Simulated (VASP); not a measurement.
# SnTe in VASP: a series of runs

The runs below take SnTe through single point, with PBE, PBEsol.

Program: VASP 6.6.1. These are calculated values, not measurements. Logs are shortened: lines on timing, memory, paths and dates and some standing lists are left out, and cuts for length are marked.

**The experiment to reproduce.**

From a printed reference work, textbook, for a bulk crystal of SnTe at 300 K: band gap 0.18 eV (direct).

The runs below are set against these values where they give the same quantity.

## Step 1: The cell of the first run

Symmetry: Fm-3m, No. 225, cubic system. The conventional cell has a = 6.302 Å, b = 6.302 Å, c = 6.302 Å, α = 90.00°, β = 90.00°, γ = 90.00°. Te (site symmetry m-3m) has 6 Sn at 3.15 Å within 4.1 Å. Within 4.1 Å of Sn (site symmetry m-3m) lie 6 Te at 3.15 Å.

## Step 2: Single point, PBE

Input file INCAR:

```
  PREC = Accurate
  ENCUT = 520
  EDIFF = 1E-6
  ISMEAR = -1
  SIGMA = 0.05
  LREAL = False
  LASPH = True
  NELM = 60
  ALGO = Normal
  ISIF = 2
  LWAVE = False
  LCHARG = False
  GGA = PE
  NBANDS = 17
```

Input file KPOINTS:

```
regular mesh
0
Gamma
  6 6 6
```

Input file POSCAR:

```
SnTe
1.0
    0.0000000000      3.1508500000      3.1508500000
    3.1508500000      0.0000000000      3.1508500000
    3.1508500000      3.1508500000      0.0000000000
Te Sn
1 1
Direct
    0.5000000000      0.5000000000      0.5000000000
    0.0000000000      0.0000000000      0.0000000000
```

Potentials or basis: VASP PAW PBE potentials, release 64 (Te, Sn_d).

Command:

```console
$ cat potpaw_PBE.64/Te/POTCAR potpaw_PBE.64/Sn_d/POTCAR > POTCAR
$ mpirun -np 1 vasp_std > vasp.out
```

OUTCAR:

```text
PREC = Accurate
   ENCUT = 520
   EDIFF = 1E-6
   ISMEAR = -1
   LREAL = False
   LASPH = True
   NELM = 60
   ISIF = 2
   GGA = PE

 ion  position               nearest neighbor table
   1  0.500  0.500  0.500-   2 3.15   2 3.15   2 3.15   2 3.15   2 3.15   2 3.15
   2  0.000  0.000  0.000-   1 3.15   1 3.15   1 3.15   1 3.15   1 3.15   1 3.15

  LATTYP: Found a face centered cubic cell.
 ALAT       =     6.3017000000

  Lattice vectors:

 A1 = (   0.0000000000,   3.1508500000,   3.1508500000)
 A2 = (   3.1508500000,   0.0000000000,   3.1508500000)
 A3 = (   3.1508500000,   3.1508500000,   0.0000000000)

Analysis of symmetry for initial positions (statically):
[... 33 lines left out ...]
                                     Primitive cell

  volume of cell :      62.5624

  direct lattice vectors                    reciprocal lattice vectors
     0.000000000  3.150850000  3.150850000    -0.158687338  0.158687338  0.158687338
     3.150850000  0.000000000  3.150850000     0.158687338 -0.158687338  0.158687338
     3.150850000  3.150850000  0.000000000     0.158687338  0.158687338 -0.158687338

  length of vectors
     4.455974803  4.455974803  4.455974803     0.274854533  0.274854533  0.274854533

  position of ions in fractional coordinates (direct lattice)
     0.500000000  0.500000000  0.500000000
     0.000000000  0.000000000  0.000000000

  ion indices of the primitive-cell ions
   primitive index   ion index
                 1           1
                 2           2

----------------------------------------------------------------------------------------

 KPOINTS: regular mesh

Automatic generation of k-mesh.
 Grid dimensions read from file:
 generate k-points for:    6    6    6

 Generating k-lattice:

  Cartesian coordinates                     Fractional coordinates (reciprocal lattice)
    -0.026447890  0.026447890  0.026447890     0.166666667  0.000000000  0.000000000
     0.026447890 -0.026447890  0.026447890     0.000000000  0.166666667  0.000000000
     0.026447890  0.026447890 -0.026447890     0.000000000  0.000000000  0.166666667

  Length of vectors
     0.045809089  0.045809089  0.045809089

  Shift w.r.t. Gamma in fractional coordinates (k-lattice)
     0.000000000  0.000000000  0.000000000

 Subroutine IBZKPT returns following result:
 ===========================================

 Found     16 irreducible k-points:

 Following reciprocal coordinates:
[... 30 lines left out ...]
   LNONCOLLINEAR =      F non collinear calculations
   LSORBIT =      F    spin-orbit coupling
   LASPH  =      T    aspherical Exc in radial PAW
   ENCUT  =  520.0 eV  38.22 Ry    6.18 a.u.   8.29  8.29  8.29*2*pi/ulx,y,z
   NELM   =     60;   NELMIN=  2; NELMDL= -5     # of ELM steps
   EDIFF  = 0.1E-05   stopping-criterion for ELM
   LREAL  =      F    real-space projection
   EDIFFG = 0.1E-04   stopping-criterion for IOM
   NSW    =      0    number of steps for IOM
   IBRION =     -1    ionic relax: 0-MD 1-quasi-New 2-CG
   NFREE  =      0    steps in history (QN), initial steepest desc. (CG)
   ISIF   =      2    stress and relaxation
   ISYM   =      2    0-nonsym 1-usesym 2-fastsym
   POTIM  = 0.5000    time-step for ionic-motion
   TEBEG  =    0.0;   TEEND  =   0.0 temperature during run
   PSTRESS=    0.0 pullay stress
   NELECT =      20.0000    total number of electrons
   NUPDOWN=      -1.0000    fix difference up-down
   EMIN   =  10.00;   EMAX   =-10.00  energy-range for DOS
   EFERMI =   0.00;   METHOD = LEGACY
   ISMEAR =    -1;   SIGMA  =   0.05  broadening in eV -4-tet -1-fermi 0-gaus
   EFERMI_NEDOS =   21; number of points for ismear=-14 and -15
   IALGO  =     38    algorithm
   IMIX   =      4    mixing-type and parameters
     AMIX     =   0.40;   BMIX     =  1.00
     AMIX_MAG =   1.60;   BMIX_MAG =  1.00
  volume/ion in A,a.u.               =      31.28       211.10
  Fermi-wavevector in a.u.,A,eV,Ry     =   1.119387  2.115336 17.048485  1.253028
  Thomas-Fermi vector in A             =   2.256026
   LORBIT       =      0    0 simple, 1 ext, 2 COOP (PROOUT), +10 PAW based schemes
   GGA     = PE    functional components
   LHFCALC =     F    Hartree Fock is set to
   AEXX    =    0.0000 exact exchange contribution
   IVDW    =     0    specifies the selected vdW correction
   LEPSILON=     F    determine dielectric tensor
   LRPA    =     F    only Hartree local field effects (RPA)
 non-spin polarized calculation
  energy-cutoff  :      520.00
  volume of cell :       62.56
 maximum number of plane-waves:      1700
 NGX is ok and might be reduce to    36
   NGX = 17   NGY = 17   NGZ = 17

 number of electron      19.9999998 magnetization

 Free energy of the ion-electron system (eV)
  ---------------------------------------------------
  ext. energy  EPLUGINS =         0.00000000
  ---------------------------------------------------
  free energy    TOTEN  =        -7.54356657 eV

  energy without entropy =       -7.54132198  energy(sigma->0) =       -7.54244427

 E-fermi :   7.0131     XC(G=0):  -9.4985

 val. band max:        6.9650942083   @ k =   0.5000   0.0000   0.0000
 cond. band min:       7.0620114643   @ k =   0.5000   0.0000   0.0000
 fundamental gap:      0.0969172561
 Fermi energy:         7.0130681113

 k-point     1 :       0.0000    0.0000    0.0000
  band No.  band energies     occupation
      1     -14.9593      2.00000
      2     -14.9593      2.00000
      3     -14.9532      2.00000
      4     -14.9532      2.00000
      5     -14.9532      2.00000
      6      -5.8492      2.00000
[... 297 lines left out ...]
      4     -14.9462      2.00000
      5     -14.9424      2.00000
      6      -4.1991      2.00000
[... 9 lines left out ...]
     16      17.0418      0.00000
     17      18.1960      0.00000

------------------------ aborting loop because EDIFF is reached ----------------------------------------

  FORCE on cell =-STRESS in cart. coord.  units (eV):
  Direction    XX          YY          ZZ          XY          YZ          ZX
  --------------------------------------------------------------------------------------
  -------------------------------------------------------------------------------------
  Total        0.8765204      0.8765204      0.8765204     -0.0000000      0.0000000      0.0000000
  in kB       22.4470592     22.4470592     22.4470592     -0.0000000      0.0000000      0.0000000
  external PRESSURE =      22.4470592 kB  Pullay stress =       0.0000000 kB

 VOLUME and BASIS-vectors are now :
 -----------------------------------------------------------------------------
  energy-cutoff  :      520.00
  volume of cell :       62.56
      direct lattice vectors                 reciprocal lattice vectors
     0.000000000  3.150850000  3.150850000    -0.158687338  0.158687338  0.158687338
     3.150850000  0.000000000  3.150850000     0.158687338 -0.158687338  0.158687338
     3.150850000  3.150850000  0.000000000     0.158687338  0.158687338 -0.158687338

 POSITION                                       TOTAL-FORCE (eV/Angst)
 -----------------------------------------------------------------------------------
      3.15085      3.15085      3.15085        -0.000000      0.000000     -0.000000
      0.00000      0.00000      0.00000         0.000000     -0.000000      0.000000
 -----------------------------------------------------------------------------------
    total drift:                               -0.000000      0.000000      0.000000

  FREE ENERGIE OF THE ION-ELECTRON SYSTEM (eV)
  ---------------------------------------------------
  free  energy   TOTEN  =        -7.5435665698 eV

  energy  without entropy=       -7.5413219800  energy(sigma->0) =       -7.54244427
```

Run time: 36 s. Hardware: 1 thread of AMD EPYC 7R13, shared host; peak memory 0.17 GiB.

Results:

```yaml
Free_energy: -7.5436 eV
Pressure: 2.2 GPa
Band_gap_on_the_k_mesh: 0.10 eV, direct
```

Caveat: spin-orbit coupling is left out, which moves the levels of the heavy elements.

(Part 1 of 2 ends here.)
